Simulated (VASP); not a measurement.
# W (Im-3m) in VASP: notebook

One crystal, W, is run at these levels: PBEsol; tasks: relaxation of cell and atoms.

All numbers are computed with VASP 6.6.1; they aren't measurements. Logs are shortened: lines on timing, memory, paths and dates and some standing lists are left out, and cuts for length are marked.

## (1) The crystal as given

Symmetry: Im-3m, No. 229, cubic system. Conventional cell: a = 3.165 Å, b = 3.165 Å, c = 3.165 Å, α = 90.00°, β = 90.00°, γ = 90.00°. Around W (site symmetry m-3m) lie 8 W at 2.74 Å.

## (2) Relaxation of cell and atoms, PBEsol

Input file INCAR:

```
PREC     = Accurate       # precision mode
ENCUT    = 600            # plane-wave cutoff, eV
EDIFF    = 1E-6           # SCF threshold, eV
ISMEAR   = 1              # smearing method
SIGMA    = 0.1            # smearing width, eV
LREAL    = F              # projectors in reciprocal space
LASPH    = T              # aspherical terms in the spheres
NELM     = 80             # most SCF steps
ALGO     = Normal         # electronic algorithm
ISIF     = 3              # what is computed and relaxed
LWAVE    = F              # write WAVECAR
LCHARG   = F              # write CHGCAR
GGA      = PS             # functional
IBRION   = 2              # ionic algorithm
NSW      = 90             # ionic steps
EDIFFG   = -0.01          # ionic threshold
KPAR     = 4
```

Input file KPOINTS:

```
Automatic mesh
0
Gamma
  16 16 16
```

Input file POSCAR:

```
W
1.0
   -1.5823450000      1.5823450000      1.5823450000
    1.5823450000     -1.5823450000      1.5823450000
    1.5823450000      1.5823450000     -1.5823450000
W
1
Direct
    0.0000000000      0.0000000000      0.0000000000
```

Potentials or basis: VASP PAW PBE potentials, release 64 (W_sv).

Run with:

```bash
$ cat potpaw_PBE.64/W_sv/POTCAR > POTCAR
$ mpirun -np 4 vasp_std > vasp.out
```

OUTCAR:

```text
PREC = Accurate
   ENCUT = 600
   EDIFF = 1E-6
   ISMEAR = 1
   LREAL = F
   LASPH = T
   NELM = 80
   ISIF = 3
   GGA = PS
   IBRION = 2
   NSW = 90
   EDIFFG = -0.01

 ion  position               nearest neighbor table
   1  0.000  0.000  0.000-

  LATTYP: Found a body centered cubic cell.
 ALAT       =     3.1646900000

  Lattice vectors:

 A1 = (  -1.5823450000,   1.5823450000,   1.5823450000)
 A2 = (   1.5823450000,  -1.5823450000,   1.5823450000)
 A3 = (   1.5823450000,   1.5823450000,  -1.5823450000)

Analysis of symmetry for initial positions (statically):
=====================================================================
 Subroutine PRICEL returns:
 Original cell was already a primitive cell.

 Routine SETGRP: Setting up the symmetry group for a
 body centered cubic supercell.

 Subroutine GETGRP returns: Found 48 space group operations
 (whereof 48 operations were pure point group operations)
 out of a pool of 48 trial point group operations.

The static configuration has the point symmetry O_h .

Analysis of symmetry for dynamics (positions and initial velocities):
=====================================================================
 Subroutine PRICEL returns:
 Original cell was already a primitive cell.

 Routine SETGRP: Setting up the symmetry group for a
 body centered cubic supercell.

 Subroutine GETGRP returns: Found 48 space group operations
 (whereof 48 operations were pure point group operations)
 out of a pool of 48 trial point group operations.

The dynamic configuration has the point symmetry O_h .

 Subroutine INISYM returns: Found 48 space group operations
 (whereof 48 operations are pure point group operations),
 and found     1 'primitive' translations

----------------------------------------------------------------------------------------

                                     Primitive cell

  volume of cell :      15.8476

  direct lattice vectors                    reciprocal lattice vectors
    -1.582345000  1.582345000  1.582345000     0.000000000  0.315986716  0.315986716
     1.582345000 -1.582345000  1.582345000     0.315986716  0.000000000  0.315986716
     1.582345000  1.582345000 -1.582345000     0.315986716  0.315986716  0.000000000

  length of vectors
     2.740701935  2.740701935  2.740701935     0.446872699  0.446872699  0.446872699

  position of ions in fractional coordinates (direct lattice)
     0.000000000  0.000000000  0.000000000

  ion indices of the primitive-cell ions
   primitive index   ion index
                 1           1

----------------------------------------------------------------------------------------

 KPOINTS: Automatic mesh

Automatic generation of k-mesh.
 Grid dimensions read from file:
 generate k-points for:   16   16   16

 Generating k-lattice:

  Cartesian coordinates                     Fractional coordinates (reciprocal lattice)
     0.000000000  0.019749170  0.019749170     0.062500000  0.000000000  0.000000000
     0.019749170  0.000000000  0.019749170     0.000000000  0.062500000  0.000000000
     0.019749170  0.019749170  0.000000000     0.000000000  0.000000000  0.062500000

  Length of vectors
     0.027929544  0.027929544  0.027929544

  Shift w.r.t. Gamma in fractional coordinates (k-lattice)
     0.000000000  0.000000000  0.000000000

 Subroutine IBZKPT returns following result:
 ===========================================

 Found    145 irreducible k-points:

 Following reciprocal coordinates:
            Coordinates               Weight
  0.000000  0.000000  0.000000      1.000000
  0.062500  0.000000  0.000000     12.000000
  0.125000  0.000000  0.000000     12.000000
  0.187500  0.000000  0.000000     12.000000
  0.250000  0.000000  0.000000     12.000000
  0.312500  0.000000  0.000000     12.000000
[... 16 lines left out ...]
  0.187500  0.187500  0.000000     24.000000
  0.250000  0.187500 -0.000000     48.000000
 [... further k-points ...]
   k-points           NKPTS =    145   k-points in BZ     NKDIM =    145   number of bands    NBANDS=     11
   number of dos      NEDOS =    301   number of ions     NIONS =      1
   total plane-waves  NPLWV =  13824
   dimension x,y,z NGX =    24 NGY =   24 NGZ =   24
   dimension x,y,z NGXF=    48 NGYF=   48 NGZF=   48
   ions per type =               1
   NGX,Y,Z   is equivalent  to a cutoff of  14.56, 14.56, 14.56 a.u.
   NGXF,Y,Z  is equivalent  to a cutoff of  29.12, 29.12, 29.12 a.u.
 SYSTEM =  unknown system
   PREC   = accura    normal or accurate (medium, high low for compatibility)
   ISTART =      0    job   : 0-new  1-cont  2-samecut
   ICHARG =      2    charge: 1-file 2-atom 10-const
   ISPIN  =      1    spin polarized calculation?
   LNONCOLLINEAR =      F non collinear calculations
   LSORBIT =      F    spin-orbit coupling
   LASPH  =      T    aspherical Exc in radial PAW
   ENCUT  =  600.0 eV  44.10 Ry    6.64 a.u.   5.47  5.47  5.47*2*pi/ulx,y,z
   NELM   =     80;   NELMIN=  2; NELMDL= -5     # of ELM steps
   EDIFF  = 0.1E-05   stopping-criterion for ELM
   LREAL  =      F    real-space projection
   EDIFFG = -.1E-01   stopping-criterion for IOM
   NSW    =     90    number of steps for IOM
   IBRION =      2    ionic relax: 0-MD 1-quasi-New 2-CG
   NFREE  =      1    steps in history (QN), initial steepest desc. (CG)
   ISIF   =      3    stress and relaxation
   ISYM   =      2    0-nonsym 1-usesym 2-fastsym
   POTIM  = 0.5000    time-step for ionic-motion
   TEBEG  =    0.0;   TEEND  =   0.0 temperature during run
   PSTRESS=    0.0 pullay stress
   NELECT =      14.0000    total number of electrons
   NUPDOWN=      -1.0000    fix difference up-down
   EMIN   =  10.00;   EMAX   =-10.00  energy-range for DOS
   EFERMI =   0.00;   METHOD = LEGACY
   ISMEAR =     1;   SIGMA  =   0.10  broadening in eV -4-tet -1-fermi 0-gaus
   EFERMI_NEDOS =   21; number of points for ismear=-14 and -15
   IALGO  =     38    algorithm
   IMIX   =      4    mixing-type and parameters
     AMIX     =   0.40;   BMIX     =  1.00
     AMIX_MAG =   1.60;   BMIX_MAG =  1.00
  volume/ion in A,a.u.               =      15.85       106.94
  Fermi-wavevector in a.u.,A,eV,Ry     =   1.570832  2.968442 33.572544  2.467512
  Thomas-Fermi vector in A             =   2.672506
   LORBIT       =      0    0 simple, 1 ext, 2 COOP (PROOUT), +10 PAW based schemes
   GGA     = PS    functional components
   LHFCALC =     F    Hartree Fock is set to
   AEXX    =    0.0000 exact exchange contribution
   IVDW    =     0    specifies the selected vdW correction
   LEPSILON=     F    determine dielectric tensor
   LRPA    =     F    only Hartree local field effects (RPA)
 conjugate gradient relaxation of ions
 non-spin polarized calculation
 Methfessel and Paxton  Order N= 1 SIGMA  =   0.10
  energy-cutoff  :      600.00
  volume of cell :       15.85
 maximum number of plane-waves:       543
 NGX is ok and might be reduce to    24
   NGX = 11   NGY = 11   NGZ = 11

--------------------------------------- Ionic step        1  -------------------------------------------

 number of electron      14.0000001 magnetization

 Free energy of the ion-electron system (eV)
  ---------------------------------------------------
  ext. energy  EPLUGINS =         0.00000000
  ---------------------------------------------------
  free energy    TOTEN  =       -13.80702448 eV

  energy without entropy =      -13.80647177  energy(sigma->0) =      -13.80684024

------------------------ aborting loop because EDIFF is reached ----------------------------------------

  FORCE on cell =-STRESS in cart. coord.  units (eV):
  Direction    XX          YY          ZZ          XY          YZ          ZX
  --------------------------------------------------------------------------------------
  -------------------------------------------------------------------------------------
  Total       -0.2860502     -0.2860502     -0.2860502      0.0000000      0.0000000      0.0000000
  in kB      -28.9194065    -28.9194065    -28.9194065      0.0000000      0.0000000      0.0000000
  external PRESSURE =     -28.9194065 kB  Pullay stress =       0.0000000 kB
[... 55 lines left out ...]
  energy  without entropy=      -13.7899716019  energy(sigma->0) =      -13.79041309

--------------------------------------- Ionic step        3  -------------------------------------------

 number of electron      14.0000001 magnetization

 Free energy of the ion-electron system (eV)
  ---------------------------------------------------
  ext. energy  EPLUGINS =         0.00000000
  ---------------------------------------------------
  free energy    TOTEN  =       -13.80831009 eV

  energy without entropy =      -13.80776352  energy(sigma->0) =      -13.80812790

 E-fermi :  11.4501     XC(G=0): -13.8117

 val. band max:       11.4429879424   @ k =  -0.3125   0.3125   0.1875
 cond. band min:      11.4584050861   @ k =  -0.2500   0.2500   0.1250
 fundamental gap:      0.0154171437
 Fermi energy:        11.4500879871

 k-point     1 :       0.0000    0.0000    0.0000
  band No.  band energies     occupation
      1     -62.7224      2.00000
      2     -26.2669      2.00000
      3     -26.2669      2.00000
      4     -26.2669      2.00000
      5       1.7027      2.00000
      6      10.1586      2.00000
      7      10.1586      2.00000
      8      10.1586      2.00000
      9      13.6662      0.00000
     10      13.6662      0.00000
     11      25.9683      0.00000
[... 309 lines left out ...]
 k-point    24 :       0.2500    0.1875   -0.0000
  band No.  band energies     occupation
      1     -62.5982      2.00000
      2     -27.3167      2.00000
      3     -26.7036      2.00000
      4     -26.3825      2.00000
      5       6.0141      2.00000
      6       8.2332      2.00000
      7       9.0706      2.00000
      8      12.9802     -0.00000
      9      14.5401      0.00000
     10      16.7947      0.00000
     11      23.9780      0.00000

 [... further k-points ...]
[... 5 lines left out ...]
  --------------------------------------------------------------------------------------
  -------------------------------------------------------------------------------------
  Total       -0.0015296     -0.0015296     -0.0015296      0.0000000     -0.0000000     -0.0000000
  in kB       -0.1560103     -0.1560103     -0.1560103      0.0000000     -0.0000000     -0.0000000
  external PRESSURE =      -0.1560103 kB  Pullay stress =       0.0000000 kB
[... 16 lines left out ...]
  FREE ENERGIE OF THE ION-ELECTRON SYSTEM (eV)
  ---------------------------------------------------
  free  energy   TOTEN  =       -13.8083100937 eV

  energy  without entropy=      -13.8077635165  energy(sigma->0) =      -13.80812790

 reached required accuracy - stopping structural energy minimisation
```

Wall time 10 s (4 MPI ranks of Intel Xeon Platinum 8488C (Sapphire Rapids), shared host); peak memory 0.15 GiB.

What came out:

```yaml
Free_energy: -13.8083 eV
Relaxed_volume: 15.71 Å³/atom
Relaxed_cell: a = 2.733 Å, b = 2.733 Å, c = 2.733 Å, α = 109.47°, β = 109.47°, γ = 109.47°
Space_group_after_relaxing_to_0.05_Å: Im-3m (No. 229)
Energy_gained_by_relaxing: 1.3 meV/atom
Ionic_steps: 3
Pressure_after_relaxing: 0.0 GPa
Band_gap_on_the_k_mesh: none (metal or under the smearing width)
```

The path:
| step | energy change (eV) | largest force (eV/Å) | pressure (GPa) | volume (Å³) |
| --- | --- | --- | --- | --- |
| 1 | 0.0000 | 0.0000 | -2.89 | 15.85 |
| 2 | 0.0164 | 0.0000 | 11.53 | 15.20 |
| 3 | -0.0013 | 0.0000 | -0.02 | 15.71 |

Final structure:
```xyz
1
Lattice="-1.5777 1.5777 1.5777 1.5777 -1.5777 1.5777 1.5777 1.5777 -1.5777" Properties=species:S:1:pos:R:3 pbc="T T T"
W     0.0000    0.0000    0.0000
```

Caveat: the PAW data sets were made with another functional, which shifts forces and pressure a little.

## (3) Relaxation of cell and atoms, PBEsol

This run uses another cell than the first one, of 15.71 Å³/atom, 0.991 times its volume.

Changes to INCAR since step 2:

```diff
@@ -2,3 +2,3 @@
 ENCUT    = 600            # plane-wave cutoff, eV
-EDIFF    = 1E-6           # SCF threshold, eV
+EDIFF    = 1E-7           # SCF threshold, eV
 ISMEAR   = 1              # smearing method
@@ -15,3 +15,3 @@
 NSW      = 90             # ionic steps
-EDIFFG   = -0.01          # ionic threshold
+EDIFFG   = -0.005         # ionic threshold
 KPAR     = 4
```

KPOINTS is that of step 2.

Input file POSCAR:

```
W                                       
1.0
   -1.5776893477      1.5776893477      1.5776893477
    1.5776893477     -1.5776893477      1.5776893477
    1.5776893477      1.5776893477     -1.5776893477
  W             
     1
Direct
     0.0000000000000000    0.0000000000000000    0.0000000000000000
```

Potentials or basis: VASP PAW PBE potentials, release 64 (W_sv).

Run with:

```bash
$ cat potpaw_PBE.64/W_sv/POTCAR > POTCAR
$ mpirun -np 4 vasp_std > vasp.out
```

Run time: 8.9 s. Hardware: 4 MPI ranks of Intel Xeon Platinum 8488C (Sapphire Rapids), shared host; peak memory 0.15 GiB.

It converged, with:

```
Free energy                            : -13.8083 eV
Relaxed volume                         : 15.71 Å³/atom
Relaxed cell                           : a = 2.732 Å, b = 2.732 Å, c = 2.732 Å, α = 109.47°, β = 109.47°, γ = 109.47°
Space group after relaxing (to 0.05 Å) : Im-3m (No. 229)
Energy gained by relaxing              : 0.0 meV/atom
Ionic steps                            : 3
Pressure after relaxing                : 0.0 GPa
Band gap on the k mesh                 : none (metal or under the smearing width)
```

Final structure:
```xyz
1
Lattice="-1.5776 1.5776 1.5776 1.5776 -1.5776 1.5776 1.5776 1.5776 -1.5776" Properties=species:S:1:pos:R:3 pbc="T T T"
W     0.0000    0.0000    0.0000
```

Levels at points of the mesh, in eV from the Fermi level:
| k point | band 4 | band 5 | band 6 | band 7 | band 8 | band 9 | band 10 | band 11 |
| --- | --- | --- | --- | --- | --- | --- | --- | --- |
| (0.00, 0.00, 0.00) | -37.72 | -9.75 | -1.29 | -1.29 | -1.29 | 2.22 | 2.22 | 14.52 |
| (0.50, 0.00, 0.00) | -37.72 | -6.39 | -3.66 | 0.68 | 2.12 | 3.11 | 6.21 | 11.18 |
| (0.50, 0.50, 0.50) | -38.65 | -5.97 | -5.97 | 5.21 | 5.21 | 5.21 | 8.28 | 8.28 |

Caveat: the PAW data sets were made with another functional, which shifts forces and pressure a little. The run has no spin-orbit coupling, so splittings on W are missing.
